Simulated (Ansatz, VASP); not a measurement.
One calculation of KBr, two programs

```
CELL_PARAMETERS angstrom
0.00000 3.35045 3.35045
3.35045 0.00000 3.35045
3.35045 3.35045 0.00000
ATOMIC_POSITIONS crystal
K 0.00000 0.00000 0.00000
Br 0.50000 0.50000 0.50000
```

Alike in both runs: functional PBE; k mesh 6 × 6 × 6; occupations gaussian, width 0.02 eV; no spin polarisation.

Ansatz relaxed the structure, and its values are those at the end. VASP's run is a single point on that final structure, the one shown.

```csv
,VASP,Ansatz
version,VASP 6.6.1,Ansatz 0.2.0
potentials or method,"VASP PAW PBE potentials, release 64 (K_sv, Br)","scalar-relativistic, plane waves, PAW"
plane-wave cutoff (eV),520,420
valence electrons in the cell,16,16
```

|  | VASP | Ansatz | Ansatz less VASP |
| --- | --- | --- | --- |
| gap on the k mesh at the Fermi level (eV) | 4.31 | 4.32 | +0.001 |
| least direct gap on the mesh (eV) | 4.31 | 4.32 | +0.001 |
| pressure (GPa) | 0.1 | 0.0 | -0.03 |

The functional is the same, so the differences come from potentials, cutoffs and numerics.

A hybrid or GW would open this gap; PBE tends to underestimate it.
